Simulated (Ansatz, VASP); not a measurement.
**Ru in VASP and in Ansatz**

```
Ru
1.0
     2.69675    0.00000    0.00000
    -1.34837    2.33545    0.00000
     0.00000    0.00000    4.26758
Ru
2
Direct
  0.33333 0.66667 0.25000
  0.66667 0.33333 0.75000
```

Change from the starting cell: volume scaled by 0.99, crystal datasets.

Alike in both runs: task electric field gradients; functional PBEsol; k mesh 14 × 14 × 8; occupations fermi-dirac, width 0.03 eV; no spin polarisation.

```csv
,VASP,Ansatz
version,VASP 6.6.1,Ansatz 0.2.0
potentials or method,"VASP PAW PBE potentials, release 64 (Ru_pv), cutoff 520 eV","all-electron PAW with datasets made for the crystal, scalar-relativistic"
```

|  | VASP | Ansatz | Ansatz less VASP |
| --- | --- | --- | --- |
| pressure (GPa) | -3.1 | -3.0 | +0.06 |
| largest component of the traceless stress (GPa) | 1.26 | 1.30 | +0.036 |
| Vzz of the field gradient on the site that differs most (V/Å²) | -13.6 | -10.8 | +2.78 |

Ansatz ran all-electron here, so the differences hold the error of VASP's frozen core and of both bases. Ansatz warned: «gradients_without_spin_orbit».

Caveats: the PAW data sets were made with another functional, which shifts forces and pressure a little (VASP).
